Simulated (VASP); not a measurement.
# Si (Fd-3m) in VASP: further runs

Aim: see how the results for Si move with the level of theory and the settings. Levels: PBEsol, PBE. Tasks: single point.

Everything below comes from runs of VASP 6.6.1. Logs are shortened: lines on timing, memory, paths and dates and some standing lists are left out, and cuts for length are marked.

**1. The crystal as given**

The structure is cubic, space group Fd-3m (No. 227). The conventional cell has a = 5.470 Å, b = 5.470 Å, c = 5.470 Å, α = 90.00°, β = 90.00°, γ = 90.00°. Si (site symmetry -43m) is surrounded by 4 Si at 2.37 Å.

**2. Single point, PBEsol (functional PBEsol, strained and moved within the space group)**

The input, INCAR:

```
PREC = Accurate
ENCUT = 520
EDIFF = 1E-6
ISMEAR = 0
SIGMA = 0.02
LREAL = F
LASPH = T
NELM = 100
ALGO = Normal
ISIF = 2
LWAVE = F
LCHARG = F
GGA = PS
NBANDS = 11
```

The input, KPOINTS:

```
Automatic mesh
0
Gamma
  10 10 10
```

The input, POSCAR:

```
Si
1.0
    0.0000000000      2.6739233090      2.6739233090
    2.6739233090      0.0000000000      2.6739233090
    2.6739233090      2.6739233090      0.0000000000
Si
2
Direct
    0.5000000000      0.5000000000      0.5000000000
    0.7500000000      0.7500000000      0.7500000000
```

Potentials or basis: VASP PAW PBE potentials, release 64 (Si).

Started as:

```bash
cat potpaw_PBE.64/Si/POTCAR > POTCAR
mpirun -np 1 vasp_std > vasp.out
```

OUTCAR:

```text
PREC = Accurate
   ENCUT = 520
   EDIFF = 1E-6
   ISMEAR = 0
   LREAL = F
   LASPH = T
   NELM = 100
   ISIF = 2
   GGA = PS

 ion  position               nearest neighbor table
   1  0.500  0.500  0.500-   2 2.32   2 2.32   2 2.32   2 2.32
   2  0.750  0.750  0.750-   1 2.32   1 2.32   1 2.32   1 2.32

  LATTYP: Found a face centered cubic cell.
 ALAT       =     5.3478466180

  Lattice vectors:

 A1 = (   0.0000000000,   2.6739233090,   2.6739233090)
 A2 = (   2.6739233090,   0.0000000000,   2.6739233090)
 A3 = (   2.6739233090,   2.6739233090,   0.0000000000)

Analysis of symmetry for initial positions (statically):
=====================================================================
 Subroutine PRICEL returns:
 Original cell was already a primitive cell.

 Routine SETGRP: Setting up the symmetry group for a
 face centered cubic supercell.

 Subroutine GETGRP returns: Found 48 space group operations
 (whereof 24 operations were pure point group operations)
 out of a pool of 48 trial point group operations.

The static configuration has the point symmetry T_d .
 The point group associated with its full space group is O_h .

Analysis of symmetry for dynamics (positions and initial velocities):
=====================================================================
 Subroutine PRICEL returns:
 Original cell was already a primitive cell.

 Routine SETGRP: Setting up the symmetry group for a
 face centered cubic supercell.

 Subroutine GETGRP returns: Found 48 space group operations
 (whereof 24 operations were pure point group operations)
 out of a pool of 48 trial point group operations.

The dynamic configuration has the point symmetry T_d .
 The point group associated with its full space group is O_h .

 Subroutine INISYM returns: Found 48 space group operations
 (whereof 24 operations are pure point group operations),
 and found     1 'primitive' translations

----------------------------------------------------------------------------------------

                                     Primitive cell

  volume of cell :      38.2364

  direct lattice vectors                    reciprocal lattice vectors
     0.000000000  2.673923309  2.673923309    -0.186991152  0.186991152  0.186991152
     2.673923309  0.000000000  2.673923309     0.186991152 -0.186991152  0.186991152
     2.673923309  2.673923309  0.000000000     0.186991152  0.186991152 -0.186991152

  length of vectors
     3.781498608  3.781498608  3.781498608     0.323878176  0.323878176  0.323878176

  position of ions in fractional coordinates (direct lattice)
     0.500000000  0.500000000  0.500000000
     0.750000000  0.750000000  0.750000000

  ion indices of the primitive-cell ions
   primitive index   ion index
                 1           1
                 2           2

----------------------------------------------------------------------------------------

 KPOINTS: Automatic mesh

Automatic generation of k-mesh.
 Grid dimensions read from file:
 generate k-points for:   10   10   10

 Generating k-lattice:

  Cartesian coordinates                     Fractional coordinates (reciprocal lattice)
    -0.018699115  0.018699115  0.018699115     0.100000000  0.000000000  0.000000000
     0.018699115 -0.018699115  0.018699115     0.000000000  0.100000000  0.000000000
     0.018699115  0.018699115 -0.018699115     0.000000000  0.000000000  0.100000000

  Length of vectors
     0.032387818  0.032387818  0.032387818

  Shift w.r.t. Gamma in fractional coordinates (k-lattice)
     0.000000000  0.000000000  0.000000000

 Subroutine IBZKPT returns following result:
 ===========================================

 Found     47 irreducible k-points:

 Following reciprocal coordinates:
            Coordinates               Weight
  0.000000  0.000000  0.000000      1.000000
  0.100000  0.000000  0.000000      8.000000
  0.200000  0.000000  0.000000      8.000000
  0.300000  0.000000  0.000000      8.000000
  0.400000  0.000000  0.000000      8.000000
  0.500000  0.000000  0.000000      4.000000
[... 16 lines left out ...]
  0.300000  0.300000  0.000000      6.000000
  0.400000  0.300000  0.000000     24.000000
 [... further k-points ...]
   k-points           NKPTS =     47   k-points in BZ     NKDIM =     47   number of bands    NBANDS=     11
   number of dos      NEDOS =    301   number of ions     NIONS =      2
   total plane-waves  NPLWV =  21952
   dimension x,y,z NGX =    28 NGY =   28 NGZ =   28
   dimension x,y,z NGXF=    56 NGYF=   56 NGZF=   56
   ions per type =               2
   NGX,Y,Z   is equivalent  to a cutoff of  12.31, 12.31, 12.31 a.u.
   NGXF,Y,Z  is equivalent  to a cutoff of  24.62, 24.62, 24.62 a.u.
 SYSTEM =  unknown system
   PREC   = accura    normal or accurate (medium, high low for compatibility)
   ISTART =      0    job   : 0-new  1-cont  2-samecut
   ICHARG =      2    charge: 1-file 2-atom 10-const
   ISPIN  =      1    spin polarized calculation?
   LNONCOLLINEAR =      F non collinear calculations
   LSORBIT =      F    spin-orbit coupling
   LASPH  =      T    aspherical Exc in radial PAW
   ENCUT  =  520.0 eV  38.22 Ry    6.18 a.u.   7.03  7.03  7.03*2*pi/ulx,y,z
   NELM   =    100;   NELMIN=  2; NELMDL= -5     # of ELM steps
   EDIFF  = 0.1E-05   stopping-criterion for ELM
   LREAL  =      F    real-space projection
   EDIFFG = 0.1E-04   stopping-criterion for IOM
   NSW    =      0    number of steps for IOM
   IBRION =     -1    ionic relax: 0-MD 1-quasi-New 2-CG
   NFREE  =      0    steps in history (QN), initial steepest desc. (CG)
   ISIF   =      2    stress and relaxation
   ISYM   =      2    0-nonsym 1-usesym 2-fastsym
   POTIM  = 0.5000    time-step for ionic-motion
   TEBEG  =    0.0;   TEEND  =   0.0 temperature during run
   PSTRESS=    0.0 pullay stress
   NELECT =       8.0000    total number of electrons
   NUPDOWN=      -1.0000    fix difference up-down
   EMIN   =  10.00;   EMAX   =-10.00  energy-range for DOS
   EFERMI =   0.00;   METHOD = LEGACY
   ISMEAR =     0;   SIGMA  =   0.02  broadening in eV -4-tet -1-fermi 0-gaus
   EFERMI_NEDOS =   21; number of points for ismear=-14 and -15
   IALGO  =     38    algorithm
   IMIX   =      4    mixing-type and parameters
     AMIX     =   0.40;   BMIX     =  1.00
     AMIX_MAG =   1.60;   BMIX_MAG =  1.00
  volume/ion in A,a.u.               =      19.12       129.02
  Fermi-wavevector in a.u.,A,eV,Ry     =   0.971880  1.836586 12.851387  0.944550
  Thomas-Fermi vector in A             =   2.102133
   LORBIT       =      0    0 simple, 1 ext, 2 COOP (PROOUT), +10 PAW based schemes
   GGA     = PS    functional components
   LHFCALC =     F    Hartree Fock is set to
   AEXX    =    0.0000 exact exchange contribution
   IVDW    =     0    specifies the selected vdW correction
   LEPSILON=     F    determine dielectric tensor
   LRPA    =     F    only Hartree local field effects (RPA)
 non-spin polarized calculation
 Gauss-broadening in eV      SIGMA  =   0.02
  energy-cutoff  :      520.00
  volume of cell :       38.24
 maximum number of plane-waves:      1056
   NGX = 13   NGY = 13   NGZ = 13

 number of electron       8.0000000 magnetization

 Free energy of the ion-electron system (eV)
  ---------------------------------------------------
  ext. energy  EPLUGINS =         0.00000000
  ---------------------------------------------------
  free energy    TOTEN  =       -11.46341939 eV

  energy without entropy =      -11.46341939  energy(sigma->0) =      -11.46341939

 E-fermi :   6.4227     XC(G=0):  -9.7315

 val. band max:        6.2673209186   @ k =   0.0000   0.0000   0.0000
 cond. band min:       6.6509219362   @ k =   0.4000   0.4000   0.0000
 fundamental gap:      0.3836010176
 Fermi energy:         6.4227085063

 k-point     1 :       0.0000    0.0000    0.0000
  band No.  band energies     occupation
      1      -6.0480      2.00000
      2       6.2673      2.00000
      3       6.2673      2.00000
      4       6.2673      2.00000
      5       8.8016      0.00000
      6       8.8016      0.00000
      7       8.8016      0.00000
      8      10.1260      0.00000
      9      13.9791      0.00000
     10      13.9791      0.00000
     11      14.1689      0.00000

 k-point     2 :       0.1000    0.0000    0.0000
  band No.  band energies     occupation
      1      -5.9114      2.00000
      2       5.1008      2.00000
      3       6.0562      2.00000
      4       6.0562      2.00000
      5       8.8881      0.00000
      6       9.1110      0.00000
      7       9.1110      0.00000
      8      10.9653      0.00000
      9      13.5907      0.00000
     10      13.5907      0.00000
     11      14.7390      0.00000

 k-point     3 :       0.2000    0.0000    0.0000
  band No.  band energies     occupation
      1      -5.5073      2.00000
      2       3.1771      2.00000
      3       5.6581      2.00000
      4       5.6581      2.00000
      5       8.5722      0.00000
      6       9.6312      0.00000
      7       9.6312      0.00000
      8      12.6699      0.00000
      9      13.2555      0.00000
     10      13.2555      0.00000
     11      15.3781      0.00000

 k-point     4 :       0.3000    0.0000    0.0000
  band No.  band energies     occupation
      1      -4.8615      2.00000
      2       1.3201      2.00000
      3       5.3129      2.00000
      4       5.3129      2.00000
      5       8.2158      0.00000
      6       9.7643      0.00000
      7       9.7643      0.00000
      8      13.8484      0.00000
      9      13.8484      0.00000
     10      14.0497      0.00000
     11      15.2659      0.00000

 k-point     5 :       0.4000    0.0000    0.0000
  band No.  band energies     occupation
      1      -4.0691      2.00000
      2      -0.2275      2.00000
      3       5.0960      2.00000
      4       5.0960      2.00000
      5       7.9779      0.00000
      6       9.6054      0.00000
      7       9.6054      0.00000
      8      13.9774      0.00000
      9      15.3117      0.00000
     10      15.3117      0.00000
     11      16.6823      0.00000
[... 211 lines left out ...]
 k-point    21 :      -0.3000    0.2000    0.0000
  band No.  band energies     occupation
      1      -3.8788      2.00000
      2       0.4111      2.00000
      3       2.6215      2.00000
      4       4.8906      2.00000
      5       8.6703      0.00000
      6      10.8051      0.00000
      7      10.9214      0.00000
      8      13.0361      0.00000
      9      13.1296      0.00000
     10      15.9824      0.00000
     11      18.2669      0.00000

 k-point    22 :      -0.2000    0.2000    0.0000
  band No.  band energies     occupation
      1      -4.6362      2.00000
      2       1.7163      2.00000
      3       3.0767      2.00000
      4       5.3893      2.00000
      5       9.1838      0.00000
      6      10.2800      0.00000
      7      10.6023      0.00000
      8      12.1197      0.00000
      9      12.2682      0.00000
     10      17.1199      0.00000
     11      17.4109      0.00000

 k-point    23 :       0.3000    0.3000    0.0000
  band No.  band energies     occupation
      1      -4.4299      2.00000
      2       1.8273      2.00000
      3       3.9168      2.00000
      4       3.9168      2.00000
      5       6.9654      0.00000
      6       8.5055      0.00000
      7      13.0657      0.00000
      8      13.0657      0.00000
      9      15.7751      0.00000
     10      15.8689      0.00000
     11      18.9042      0.00000

 k-point    24 :       0.4000    0.3000    0.0000
  band No.  band energies     occupation
      1      -3.7879      2.00000
      2       0.7806      2.00000
      3       3.2416      2.00000
      4       3.7047      2.00000
      5       7.1525      0.00000
      6       8.3485      0.00000
      7      13.4056      0.00000
      8      13.4620      0.00000
      9      16.8463      0.00000
     10      17.5276      0.00000
     11      18.6268      0.00000

 [... further k-points ...]

------------------------ aborting loop because EDIFF is reached ----------------------------------------

  FORCE on cell =-STRESS in cart. coord.  units (eV):
  Direction    XX          YY          ZZ          XY          YZ          ZX
  --------------------------------------------------------------------------------------
  -------------------------------------------------------------------------------------
  Total        1.2137752      1.2137752      1.2137752     -0.0000000      0.0000000     -0.0000000
  in kB       50.8594925     50.8594925     50.8594925     -0.0000000      0.0000000     -0.0000000
  external PRESSURE =      50.8594925 kB  Pullay stress =       0.0000000 kB

 VOLUME and BASIS-vectors are now :
 -----------------------------------------------------------------------------
  energy-cutoff  :      520.00
  volume of cell :       38.24
      direct lattice vectors                 reciprocal lattice vectors
     0.000000000  2.673923309  2.673923309    -0.186991152  0.186991152  0.186991152
     2.673923309  0.000000000  2.673923309     0.186991152 -0.186991152  0.186991152
     2.673923309  2.673923309  0.000000000     0.186991152  0.186991152 -0.186991152

 POSITION                                       TOTAL-FORCE (eV/Angst)
 -----------------------------------------------------------------------------------
      2.67392      2.67392      2.67392         0.000000     -0.000000     -0.000000
      4.01088      4.01088      4.01088        -0.000000      0.000000      0.000000
 -----------------------------------------------------------------------------------
    total drift:                                0.000000      0.000000     -0.000000

  FREE ENERGIE OF THE ION-ELECTRON SYSTEM (eV)
  ---------------------------------------------------
  free  energy   TOTEN  =       -11.4634193880 eV

  energy  without entropy=      -11.4634193880  energy(sigma->0) =      -11.46341939
```

Run time: 16 s. Hardware: 1 thread of Intel Xeon Platinum 8488C (Sapphire Rapids), shared host; peak memory 0.15 GiB.

Results:

* Free energy: -11.4634 eV
* Pressure: 5.1 GPa
* Band gap on the k mesh: 0.38 eV, indirect (least direct gap 2.53 eV)

Levels at points of the mesh, in eV from the valence-band top:
```csv
k point,band 2,band 3,band 4,band 5,band 6,band 7
"(0.00, 0.00, 0.00)",0.00,0.00,0.00,2.53,2.53,2.53
"(0.50, 0.00, 0.00)",-7.24,-1.24,-1.24,1.63,3.25,3.25
"(0.50, 0.50, 0.00)",-7.98,-3.00,-3.00,0.49,0.49,10.46
```

Caveat: the PAW data sets were made with another functional, which shifts forces and pressure a little. A k mesh can miss the band edges.

[end of part 1 of 2]
